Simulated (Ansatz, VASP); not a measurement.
## BaZrO3: VASP beside Ansatz

File INCAR:

```
ALGO = Normal ; EDIFF = 1E-6
EDIFFG = -0.005 ; ENCUT = 600
GGA = PE ; IBRION = 2
ISIF = 3 ; ISMEAR = 0
LASPH = T ; LCHARG = F
LREAL = F ; LWAVE = F
NELM = 60 ; NSW = 100
PREC = Accurate ; SIGMA = 0.02
```

Contents of KPOINTS:

```
k-points
0
Gamma
  6 6 6
```

File POSCAR:

```
BaZrO3
1.0
    4.1913400000      0.0000000000      0.0000000000
    0.0000000000      4.1913400000      0.0000000000
    0.0000000000      0.0000000000      4.1913400000
Ba Zr O
1 1 3
Direct
    0.0000000000      0.0000000000      0.0000000000
    0.5000000000      0.5000000000      0.5000000000
    0.0000000000      0.5000000000      0.5000000000
    0.5000000000      0.0000000000      0.5000000000
    0.5000000000      0.5000000000      0.0000000000
```

Input for Ansatz:

```yaml
crystal:
  lattice:
    - [4.19134, 0.0, 0.0]
    - [0.0, 4.19134, 0.0]
    - [0.0, 0.0, 4.19134]
  atoms:
    - { symbol: Ba, position: [0.0, 0.0, 0.0] }
    - { symbol: Zr, position: [0.5, 0.5, 0.5] }
    - { symbol: O, position: [0.0, 0.5, 0.5] }
    - { symbol: O, position: [0.5, 0.0, 0.5] }
    - { symbol: O, position: [0.5, 0.5, 0.0] }
basis:
  ecutwfc: 420
kpoints:
  mp_grid: { grid: [6, 6, 6] }
hamiltonian:
  xc: pbe
scf:
  occupations: { method: gaussian, width: 0.02 }
output:
  forces: true
  stress: true
  eigenvalues: true
relax:
  adjacent_minimum: "off"
  f_tol: 0.005
  max_steps: 80
  cell: { stress_tol: 0.05 }
```

Alike in both runs: task relaxation of cell and atoms; functional PBE; k mesh 6 × 6 × 6; occupations gaussian, width 0.02 eV; no spin polarisation.

```csv
,VASP,Ansatz
version,VASP 6.6.1,Ansatz 0.2.0
potentials or method,"VASP PAW PBE potentials, release 64 (Ba_sv, Zr_sv, O)","scalar-relativistic, plane waves, PAW"
plane-wave cutoff (eV),600,420
valence electrons in the cell,40,40
```

```tsv
	VASP	Ansatz	Ansatz less VASP
gap on the k mesh at the Fermi level, each at its own relaxed structure (eV)	3.12	3.18	+0.059
relaxed volume (Å³/atom)	15.19	15.11	-0.085
relaxed cell length with the largest relative difference (Å)	4.235	4.227	-0.0079
energy change over the relaxation (meV/atom)	-7	-5	+2.2
```

Caveats: spin-orbit coupling is left out, which moves the levels of the heavy elements. PBE usually gives volumes a little too large and moduli too small. A k mesh can miss the band edges.
